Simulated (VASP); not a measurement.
# CuAu (P4/mmm) in VASP: a series of runs

Runs on CuAu. Level: LDA. Tasks: single point, relaxation of cell and atoms.

All numbers are computed with VASP 6.6.1; they aren't measurements. Logs are shortened: lines on timing, memory, paths and dates and some standing lists are left out, and cuts for length are marked.

### 1 The crystal as given

It takes space group P4/mmm (No. 123, tetragonal). Conventional cell: a = 2.810 Å, b = 2.810 Å, c = 3.492 Å, α = 90.00°, β = 90.00°, γ = 90.00°. Around Cu (site symmetry 4/mmm) lie 8 Au at 2.64 Å and 4 Cu at 2.81 Å. Au (site symmetry 4/mmm) has 8 Cu at 2.64 Å and 4 Au at 2.81 Å as nearest neighbours.

### 2 Single point, LDA

Input file INCAR:

```
SYSTEM = CuAu
ALGO = Fast ; EDIFF = 1E-6
ENCUT = 520 ; GGA = CA
ISIF = 2 ; ISMEAR = 0
LASPH = .True. ; LCHARG = .True.
LELF = .True. ; LREAL = .False.
LVHAR = .True. ; LWAVE = .False.
NBANDS = 18 ; NELM = 60
PREC = Accurate ; SIGMA = 0.1
```

Input file KPOINTS:

```
k-points
0
Gamma
  14 14 12
  0 0 0
```

Input file POSCAR:

```
CuAu
1.0
    2.8095998627      0.0000000000      0.0000000000
    0.0000000000      2.8095998627      0.0000000000
    0.0000000000      0.0000000000      3.4917331358
Cu Au
1 1
Direct
    0.5000000000      0.5000000000      0.5000000000
    0.0000000000      0.0000000000      0.0000000000
```

Potentials or basis: VASP PAW LDA potentials, release 64 (Cu, Au).

Command:

```bash
cat potpaw_LDA.64/Cu/POTCAR potpaw_LDA.64/Au/POTCAR > POTCAR
mpirun -np 1 vasp_std > vasp.out
```

OUTCAR:

```text
SYSTEM = CuAu
   EDIFF = 1E-6
   ENCUT = 520
   GGA = CA
   ISIF = 2
   ISMEAR = 0
   LASPH = .True.
   LREAL = .False.
   NELM = 60
   PREC = Accurate

 ion  position               nearest neighbor table
   1  0.500  0.500  0.500-   2 2.64   2 2.64   2 2.64   2 2.64   2 2.64   2 2.64   2 2.64   2 2.64

   2  0.000  0.000  0.000-   1 2.64   1 2.64   1 2.64   1 2.64   1 2.64   1 2.64   1 2.64   1 2.64

  LATTYP: Found a simple tetragonal cell.
 ALAT       =     2.8095998627
 C/A-ratio  =     1.2427866267

  Lattice vectors:

 A1 = (   2.8095998627,   0.0000000000,   0.0000000000)
 A2 = (   0.0000000000,   2.8095998627,   0.0000000000)
 A3 = (   0.0000000000,   0.0000000000,   3.4917331358)

Analysis of symmetry for initial positions (statically):
=====================================================================
 Subroutine PRICEL returns:
 Original cell was already a primitive cell.

 Routine SETGRP: Setting up the symmetry group for a
 simple tetragonal supercell.

 Subroutine GETGRP returns: Found 16 space group operations
 (whereof 16 operations were pure point group operations)
 out of a pool of 16 trial point group operations.

The static configuration has the point symmetry D_4h.

Analysis of symmetry for dynamics (positions and initial velocities):
=====================================================================
 Subroutine PRICEL returns:
 Original cell was already a primitive cell.

 Routine SETGRP: Setting up the symmetry group for a
 simple tetragonal supercell.

 Subroutine GETGRP returns: Found 16 space group operations
 (whereof 16 operations were pure point group operations)
 out of a pool of 16 trial point group operations.

The dynamic configuration has the point symmetry D_4h.

 Subroutine INISYM returns: Found 16 space group operations
 (whereof 16 operations are pure point group operations),
 and found     1 'primitive' translations

----------------------------------------------------------------------------------------

                                     Primitive cell

  volume of cell :      27.5632

  direct lattice vectors                    reciprocal lattice vectors
     2.809599863  0.000000000  0.000000000     0.355922569  0.000000000  0.000000000
     0.000000000  2.809599863  0.000000000     0.000000000  0.355922569  0.000000000
     0.000000000  0.000000000  3.491733136     0.000000000  0.000000000  0.286390730

  length of vectors
     2.809599863  2.809599863  3.491733136     0.355922569  0.355922569  0.286390730

  position of ions in fractional coordinates (direct lattice)
     0.500000000  0.500000000  0.500000000
     0.000000000  0.000000000  0.000000000

  ion indices of the primitive-cell ions
   primitive index   ion index
                 1           1
                 2           2

----------------------------------------------------------------------------------------

 KPOINTS: k-points

Automatic generation of k-mesh.
 Grid dimensions read from file:
 generate k-points for:   14   14   12

 Generating k-lattice:

  Cartesian coordinates                     Fractional coordinates (reciprocal lattice)
     0.025423041  0.000000000  0.000000000     0.071428571  0.000000000  0.000000000
     0.000000000  0.025423041  0.000000000     0.000000000  0.071428571  0.000000000
     0.000000000  0.000000000  0.023865894     0.000000000  0.000000000  0.083333333

  Length of vectors
     0.025423041  0.025423041  0.023865894

  Shift w.r.t. Gamma in fractional coordinates (k-lattice)
     0.000000000  0.000000000  0.000000000

 Subroutine IBZKPT returns following result:
 ===========================================

 Found    252 irreducible k-points:

 Following reciprocal coordinates:
            Coordinates               Weight
  0.000000  0.000000  0.000000      1.000000
  0.071429  0.000000  0.000000      4.000000
  0.142857  0.000000  0.000000      4.000000
  0.214286  0.000000  0.000000      4.000000
  0.285714  0.000000  0.000000      4.000000
  0.357143  0.000000  0.000000      4.000000
[... 16 lines left out ...]
  0.285714  0.214286  0.000000      8.000000
  0.357143  0.214286  0.000000      8.000000
 [... further k-points ...]
   k-points           NKPTS =    252   k-points in BZ     NKDIM =    252   number of bands    NBANDS=     18
   number of dos      NEDOS =    301   number of ions     NIONS =      2
   total plane-waves  NPLWV =  16128
   dimension x,y,z NGX =    24 NGY =   24 NGZ =   28
   dimension x,y,z NGXF=    48 NGYF=   48 NGZF=   56
   ions per type =               1   1
   NGX,Y,Z   is equivalent  to a cutoff of  14.20, 14.20, 13.33 a.u.
   NGXF,Y,Z  is equivalent  to a cutoff of  28.40, 28.40, 26.66 a.u.
 SYSTEM =  CuAu
   PREC   = accura    normal or accurate (medium, high low for compatibility)
   ISTART =      0    job   : 0-new  1-cont  2-samecut
   ICHARG =      2    charge: 1-file 2-atom 10-const
   ISPIN  =      1    spin polarized calculation?
   LNONCOLLINEAR =      F non collinear calculations
   LSORBIT =      F    spin-orbit coupling
   LASPH  =      T    aspherical Exc in radial PAW
   ENCUT  =  520.0 eV  38.22 Ry    6.18 a.u.   5.22  5.22  6.49*2*pi/ulx,y,z
   NELM   =     60;   NELMIN=  2; NELMDL= -5     # of ELM steps
   EDIFF  = 0.1E-05   stopping-criterion for ELM
   LREAL  =      F    real-space projection
   EDIFFG = 0.1E-04   stopping-criterion for IOM
   NSW    =      0    number of steps for IOM
   IBRION =     -1    ionic relax: 0-MD 1-quasi-New 2-CG
   NFREE  =      0    steps in history (QN), initial steepest desc. (CG)
   ISIF   =      2    stress and relaxation
   ISYM   =      2    0-nonsym 1-usesym 2-fastsym
   POTIM  = 0.5000    time-step for ionic-motion
   TEBEG  =    0.0;   TEEND  =   0.0 temperature during run
   PSTRESS=    0.0 pullay stress
   NELECT =      22.0000    total number of electrons
   NUPDOWN=      -1.0000    fix difference up-down
   EMIN   =  10.00;   EMAX   =-10.00  energy-range for DOS
   EFERMI =   0.00;   METHOD = LEGACY
   ISMEAR =     0;   SIGMA  =   0.10  broadening in eV -4-tet -1-fermi 0-gaus
   EFERMI_NEDOS =   21; number of points for ismear=-14 and -15
   IALGO  =     68    algorithm
   IMIX   =      4    mixing-type and parameters
     AMIX     =   0.40;   BMIX     =  1.00
     AMIX_MAG =   1.60;   BMIX_MAG =  1.00
  volume/ion in A,a.u.               =      13.78        93.00
  Fermi-wavevector in a.u.,A,eV,Ry     =   1.518585  2.869709 31.376394  2.306100
  Thomas-Fermi vector in A             =   2.627686
   LORBIT       =      0    0 simple, 1 ext, 2 COOP (PROOUT), +10 PAW based schemes
   GGA     = CA    functional components
   LHFCALC =     F    Hartree Fock is set to
   AEXX    =    0.0000 exact exchange contribution
   IVDW    =     0    specifies the selected vdW correction
   LEPSILON=     F    determine dielectric tensor
   LRPA    =     F    only Hartree local field effects (RPA)
 non-spin polarized calculation
 RMM-DIIS sequential band-by-band and
 Gauss-broadening in eV      SIGMA  =   0.10
  energy-cutoff  :      520.00
  volume of cell :       27.56
 maximum number of plane-waves:       765
 NGX is ok and might be reduce to    24
   NGX = 11   NGY = 11   NGZ = 13

 number of electron      22.0000016 magnetization

 Free energy of the ion-electron system (eV)
  ---------------------------------------------------
  ext. energy  EPLUGINS =         0.00000000
  ---------------------------------------------------
  free energy    TOTEN  =        -9.26926998 eV

  energy without entropy =       -9.26717328  energy(sigma->0) =       -9.26822163

 E-fermi :   9.3667     XC(G=0): -13.2936

 val. band max:        9.3523630418   @ k =   0.2143   0.0000   0.3333
 cond. band min:       9.3911091463   @ k =   0.3571   0.0714   0.4167
 fundamental gap:      0.0387461046
 Fermi energy:         9.3666836167

 k-point     1 :       0.0000    0.0000    0.0000
  band No.  band energies     occupation
      1      -0.9453      2.00000
      2       2.4106      2.00000
      3       2.5398      2.00000
      4       4.9908      2.00000
      5       4.9908      2.00000
      6       6.0176      2.00000
[... 10 lines left out ...]
     17      26.1962      0.00000
     18      27.0968      0.00000

 k-point     2 :       0.0714    0.0000    0.0000
  band No.  band energies     occupation
      1      -0.8252      2.00000
      2       2.4726      2.00000
      3       2.6061      2.00000
      4       4.9314      2.00000
      5       5.0216      2.00000
      6       5.9728      2.00000
[... 10 lines left out ...]
     17      27.0856      0.00000
     18      27.1738      0.00000

 k-point     3 :       0.1429    0.0000    0.0000
  band No.  band energies     occupation
      1      -0.4760      2.00000
      2       2.6127      2.00000
      3       2.8375      2.00000
      4       4.7598      2.00000
      5       5.1122      2.00000
      6       5.8436      2.00000
[... 10 lines left out ...]
     17      27.2637      0.00000
     18      29.2586      0.00000

 k-point     4 :       0.2143    0.0000    0.0000
  band No.  band energies     occupation
      1       0.0688      2.00000
      2       2.7988      2.00000
      3       3.2238      2.00000
      4       4.5017      2.00000
      5       5.2559      2.00000
      6       5.6478      2.00000
[... 375 lines left out ...]
      4       4.2517      2.00000
      5       4.7349      2.00000
      6       5.1229      2.00000
[... 10 lines left out ...]
     17      26.9170      0.00000
     18      27.0810      0.00000

 k-point    23 :       0.2857    0.2143    0.0000
  band No.  band energies     occupation
      1       1.6050      2.00000
      2       3.4490      2.00000
      3       3.9712      2.00000
      4       4.0115      2.00000
      5       4.5320      2.00000
      6       5.0914      2.00000
[... 10 lines left out ...]
     17      25.5264      0.00000
     18      25.6222      0.00000

 k-point    24 :       0.3571    0.2143    0.0000
  band No.  band energies     occupation
      1       2.1782      2.00000
      2       3.4379      2.00000
      3       3.7521      2.00000
      4       4.1136      2.00000
      5       4.4161      2.00000
      6       5.4783      2.00000
[... 10 lines left out ...]
     17      24.0666      0.00000
     18      24.4565      0.00000

 [... further k-points ...]
[... 5 lines left out ...]
  --------------------------------------------------------------------------------------
  -------------------------------------------------------------------------------------
  Total        0.0703156      0.0703156      0.0667937      0.0000000      0.0000000      0.0000000
  in kB        4.0872626      4.0872626      3.8825428      0.0000000      0.0000000      0.0000000
  external PRESSURE =       4.0190227 kB  Pullay stress =       0.0000000 kB

 VOLUME and BASIS-vectors are now :
 -----------------------------------------------------------------------------
  energy-cutoff  :      520.00
  volume of cell :       27.56
      direct lattice vectors                 reciprocal lattice vectors
     2.809599863  0.000000000  0.000000000     0.355922569  0.000000000  0.000000000
     0.000000000  2.809599863  0.000000000     0.000000000  0.355922569  0.000000000
     0.000000000  0.000000000  3.491733136     0.000000000  0.000000000  0.286390730

 POSITION                                       TOTAL-FORCE (eV/Angst)
 -----------------------------------------------------------------------------------
      1.40480      1.40480      1.74587         0.000000      0.000000      0.000000
      0.00000      0.00000      0.00000         0.000000      0.000000      0.000000
 -----------------------------------------------------------------------------------
    total drift:                                0.000000      0.000000     -0.000000

  FREE ENERGIE OF THE ION-ELECTRON SYSTEM (eV)
  ---------------------------------------------------
  free  energy   TOTEN  =        -9.2692699777 eV

  energy  without entropy=       -9.2671732799  energy(sigma->0) =       -9.26822163
```

It took 46 s on 1 thread of Intel Xeon 6975P-C (Granite Rapids), shared host; peak memory 0.24 GiB.

Results:

| Quantity | Value |
| --- | --- |
| Free energy | -9.2693 eV |
| Pressure | 0.4 GPa |
| Band gap on the k mesh | none (metal or under the smearing width) |

Levels at points of the mesh, in eV from the Fermi level:
```tsv
k point	band 9	band 10	band 11	band 12	band 13	band 14
(0.00, 0.00, 0.00)	-1.79	-1.56	-1.56	2.81	9.48	9.48
(0.50, 0.00, 0.00)	-2.69	-2.47	-1.12	-0.34	10.28	10.41
(0.50, 0.50, 0.00)	-1.41	-1.41	0.19	0.19	5.00	6.92
(0.00, 0.00, 0.50)	-2.64	-2.64	-2.44	-2.25	14.21	14.63
(0.50, 0.00, 0.50)	-1.64	-1.56	-1.25	-1.24	2.86	4.85
(0.50, 0.50, 0.50)	-1.87	-1.81	5.20	5.63	5.63	6.18
```

Spin-orbit coupling is left out, which matters for the levels of Au.

### 3 Relaxation of cell and atoms, LDA

Input file INCAR:

```
PREC = Accurate ; ENCUT = 600
EDIFF = 1E-7 ; ISMEAR = 0
SIGMA = 0.1 ; LREAL = F
LASPH = T ; NELM = 60
ALGO = Fast ; ISIF = 3
LWAVE = F ; LCHARG = F
IBRION = 2 ; NSW = 100
EDIFFG = -0.005
```

Input file KPOINTS:

```
Automatic mesh
0
Gamma
  14 14 12
```

Input file POSCAR:

```
CuAu
1.0
    2.8065733957      0.0000000000      0.0000000000
    0.0000000000      2.8065733957      0.0000000000
    0.0000000000      0.0000000000      3.5047949036
Cu Au
1 1
Direct
    0.5000000000      0.5000000000      0.5000000000
    0.0000000000      0.0000000000      0.0000000000
```

Potentials or basis: VASP PAW LDA potentials, release 64 (Cu, Au).

Command:

```bash
cat potpaw_LDA.64/Cu/POTCAR potpaw_LDA.64/Au/POTCAR > POTCAR
mpirun -np 1 vasp_std > vasp.out
```

It took 8 min on 1 thread of Intel Xeon 6975P-C (Granite Rapids), shared host; peak memory 0.29 GiB.

It converged, with:

```yaml
Free_energy: -9.2695 eV
Relaxed_volume: 13.83 Å³/atom
Relaxed_cell: a = 2.812 Å, b = 2.812 Å, c = 3.498 Å, α = 90.00°, β = 90.00°, γ = 90.00°
Space_group_after_relaxing_to_0.05_Å: P4/mmm (No. 123)
Energy_gained_by_relaxing: 0.1 meV/atom
Ionic_steps: 34
Pressure_after_relaxing: 0.0 GPa
Band_gap_on_the_k_mesh: none (metal or under the smearing width)
```

The path:
```tsv
step	energy change (eV)	largest force (eV/Å)	pressure (GPa)	volume (Å³)
1	0.0000	0.0000	-0.64	27.61
2	0.0016	0.0000	1.94	27.39
3	0.0002	0.0000	0.73	27.55
4	0.0001	0.0000	0.68	27.58
5	0.0000	0.0000	0.53	27.59
6	0.0000	0.0000	0.56	27.60
7	0.0000	0.0000	0.50	27.60
8	0.0000	0.0000	0.37	27.60
9	0.0000	0.0000	0.37	27.61
10	0.0000	0.0000	0.24	27.61
11	0.0000	0.0000	0.27	27.61
12	0.0000	0.0000	0.32	27.61
13	0.0000	0.0000	0.34	27.61
14	0.0000	0.0000	0.36	27.61
15	0.0000	0.0000	0.36	27.61
16	0.0000	0.0000	0.37	27.61
17	0.0000	0.0000	0.38	27.61
18	0.0000	0.0000	0.38	27.61
19	0.0000	0.0000	0.38	27.61
20	0.0000	0.0000	-0.35	27.71
21	-0.0001	0.0000	-0.17	27.66
22	-0.0001	0.0000	0.04	27.65
23	-0.0001	0.0000	0.17	27.65
24	-0.0001	0.0000	0.19	27.66
25	-0.0001	0.0000	0.09	27.66
26	-0.0001	0.0000	0.08	27.66
27	-0.0001	0.0000	-0.09	27.67
28	-0.0001	0.0000	0.02	27.67
29	-0.0001	0.0000	-0.15	27.68
30	-0.0001	0.0000	-0.17	27.67
31	-0.0001	0.0000	-0.05	27.67
32	-0.0001	0.0000	0.09	27.65
33	-0.0001	0.0000	0.10	27.66
34	-0.0001	0.0000	0.04	27.66
```

Final structure:
```
CELL_PARAMETERS angstrom
2.81197 0.00000 0.00000
0.00000 2.81197 0.00000
0.00000 0.00000 3.49771
ATOMIC_POSITIONS crystal
Cu 0.50000 0.50000 0.50000
Au 0.00000 0.00000 0.00000
```

Levels at points of the mesh, in eV from the Fermi level:
| k point | band 7 | band 8 | band 9 | band 10 | band 11 | band 12 | band 13 | band 14 | band 15 |
| --- | --- | --- | --- | --- | --- | --- | --- | --- | --- |
| (0.00, 0.00, 0.00) | -2.94 | -2.22 | -1.79 | -1.56 | -1.56 | 2.79 | 9.48 | 9.48 | 9.49 |
| (0.50, 0.00, 0.00) | -3.25 | -3.25 | -2.68 | -2.46 | -1.11 | -0.34 | 10.26 | 10.38 | 12.20 |
| (0.50, 0.50, 0.00) | -1.86 | -1.82 | -1.40 | -1.40 | 0.20 | 0.20 | 4.98 | 6.89 | 10.58 |
| (0.00, 0.00, 0.50) | -3.47 | -2.94 | -2.63 | -2.63 | -2.44 | -2.24 | 14.20 | 14.61 | 14.61 |
| (0.50, 0.00, 0.50) | -2.03 | -1.94 | -1.64 | -1.56 | -1.23 | -1.23 | 2.84 | 4.82 | 15.65 |
| (0.50, 0.50, 0.50) | -3.15 | -2.31 | -1.86 | -1.81 | 5.19 | 5.62 | 5.62 | 6.16 | 6.81 |

### 4 Single point, LDA (cell and atoms relaxed tightly for response)

Input file INCAR:

```
ALGO = Fast ; EDIFF = 1E-6
ENCUT = 520 ; ISIF = 2
ISMEAR = -1 ; LASPH = True
LCHARG = False ; LREAL = False
LWAVE = False ; NBANDS = 18
NELM = 100 ; PREC = Accurate
SIGMA = 0.15
```

Input file KPOINTS:

```
k-points
0
Gamma
  14 14 12
```

Input file POSCAR:

```
CuAu
1.0
    2.7963348257      0.0000000000      0.0000000000
    0.0000000000      2.7963348257      0.0000000000
    0.0000000000      0.0000000000      3.5253104769
Cu Au
1 1
Direct
    0.5000000000      0.5000000000      0.5000000000
    0.0000000000      0.0000000000      0.0000000000
```

Command:

```bash
cat potpaw_LDA.64/Cu/POTCAR potpaw_LDA.64/Au/POTCAR > POTCAR
mpirun -np 1 vasp_std > vasp.out
```

Run time: 49 s. Hardware: 1 thread of Intel Xeon 6975P-C (Granite Rapids), shared host; peak memory 0.23 GiB.

The run converged. Its results:

* Free energy: -9.2869 eV
* Pressure: 0.3 GPa
* Band gap on the k mesh: none (metal or under the smearing width)

Levels at points of the mesh, in eV from the Fermi level:
```
           k point  band 7  band 8  band 9  band 10  band 11  band 12  band 13  band 14  band 15  band 16
(0.00, 0.00, 0.00)   -2.97   -2.23   -1.79    -1.55    -1.55     2.59     9.27     9.67     9.67    16.96
(0.50, 0.00, 0.00)   -3.27   -3.25   -2.66    -2.44    -1.06    -0.25    10.11    10.24    12.13    12.47
(0.50, 0.50, 0.00)   -1.84   -1.76   -1.40    -1.40     0.28     0.28     5.14     7.01    10.47    12.08
(0.00, 0.00, 0.50)   -3.48   -2.90   -2.60    -2.60    -2.47    -2.21    14.32    14.72    14.72    15.41
(0.50, 0.00, 0.50)   -2.00   -1.91   -1.65    -1.57    -1.24    -1.24     2.88     4.81    15.76    16.01
(0.50, 0.50, 0.50)   -3.18   -2.31   -1.83    -1.75     5.28     5.63     5.63     6.30     6.90     7.41
```

### 5 Overview

```tsv
task	cell	cutoff (eV)	smearing	gap on the mesh (eV)	pressure (GPa)
single point	P4/mmm, 13.78 Å³/atom	520	gaussian 0.1 eV	none	0.4
relaxation of cell and atoms	relaxed	600	gaussian 0.1 eV	none	0.0
single point	cell and atoms relaxed tightly for response	520	fermi-dirac 0.15 eV	none	0.3
```

Alike in all rows: level LDA; potentials or basis VASP PAW LDA potentials, release 64 (Cu, Au); no spin polarisation; k mesh 14 × 14 × 12.

Total energies depend on the potentials used, so only differences within one code and one set of settings carry meaning.
